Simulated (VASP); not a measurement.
**A VASP 6.6.1 single-point calculation on NaF**

INCAR

```
LREAL = .FALSE.
IBRION = -1
NBANDS = 14
ISMEAR = -1
PREC = Accurate
ENCUT = 520
METAGGA = MBJ
LASPH = .TRUE.
LWAVE = .FALSE.
NSW = 0
ISIF = 2
EDIFF = 1E-7
NELM = 120
SIGMA = 0.02
LCHARG = .FALSE.
```

KPOINTS

```
KPOINTS created by Atomic Simulation Environment
0
Gamma
8 8 8
0 0 0
```

POSCAR

```
Na F
 1.0000000000000000
     2.8046000000000002    0.0358000000000000    0.0295000000000000
     0.0358000000000000    2.6987999999999999   -0.0336000000000000
     0.0295000000000000   -0.0336000000000000    2.8271999999999999
 Na  F
   1   1
Cartesian
  2.7971996699999999  2.6840280399999998  2.8103835400000001
  1.5855400300000002  1.3157805599999999  1.4314020599999999
```

The recommended PBE PAW datasets give the neutral cell 14 valence electrons.

Command

```
mpirun -np 1 vasp_std
```

Problem. Predict the outcome of this run.

Solution. It converged. Results: gap between bands v and c on the k mesh 10.74 eV; least direct gap on the k mesh 10.94 eV. Band v is the last that the valence electrons fill when counted band by band, and c is the next.

OSZICAR

```
N       E                     dE             d eps       ncg     rms          rms(c)
DAV:   1     0.138876380048E+03    0.13888E+03   -0.72571E+03  7348   0.132E+03
DAV:   2     0.324063932076E+02   -0.10647E+03   -0.99442E+02  8240   0.336E+02
DAV:   3     0.275753516067E+02   -0.48310E+01   -0.48216E+01  8696   0.648E+01
DAV:   4     0.275402114319E+02   -0.35140E-01   -0.35139E-01  8312   0.581E+00
DAV:   5     0.275398595486E+02   -0.35188E-03   -0.35188E-03  8954   0.589E-01    0.425E+00
DAV:   6     0.265171841307E+02   -0.10227E+01   -0.72577E+00  8426   0.430E+01    0.293E+00
DAV:   7     0.274549457415E+02    0.93776E+00   -0.34462E-01 10726   0.666E+00    0.148E+00
DAV:   8     0.284196830042E+02    0.96474E+00   -0.73079E-01  8246   0.798E+00    0.119E+00
DAV:   9     0.283704040931E+02   -0.49279E-01   -0.38734E-01  8052   0.612E+00    0.972E-01
DAV:  10     0.294238622632E+02    0.10535E+01   -0.14283E-01  7766   0.456E+00    0.159E+00
...
DAV:  52     0.299503486349E+02    0.12273E-05   -0.10304E-12  3640   0.632E-06    0.710E-07
DAV:  53     0.299503480629E+02   -0.57197E-06   -0.47441E-13  3640   0.515E-06    0.352E-07
DAV:  54     0.299503482640E+02    0.20112E-06   -0.80484E-13  3640   0.294E-06    0.269E-07
DAV:  55     0.299503481336E+02   -0.13040E-06    0.76096E-13  3640   0.174E-06    0.109E-07
DAV:  56     0.299503479190E+02   -0.21459E-06   -0.74505E-13  3640   0.142E-06    0.282E-07
DAV:  57     0.299503476829E+02   -0.23608E-06    0.16857E-13  3640   0.118E-06    0.345E-07
DAV:  58     0.299503475447E+02   -0.13827E-06   -0.51493E-13  3640   0.777E-07    0.353E-07
DAV:  59     0.299503473528E+02   -0.19190E-06   -0.79475E-13  3640   0.813E-07    0.450E-07
DAV:  60     0.299503473768E+02    0.24061E-07   -0.87562E-13  3640   0.667E-07
   1 F= 0.29950347E+02 E0= 0.29950347E+02  d E =-.403690E-13
```

The MBJ potential has no energy functional, so only its levels carry meaning.

For comparison, a separate PBE run of the intended cell, on usual settings and not on those above, gives a gap of 6.08 eV on its mesh and a pressure of 7.5 GPa.
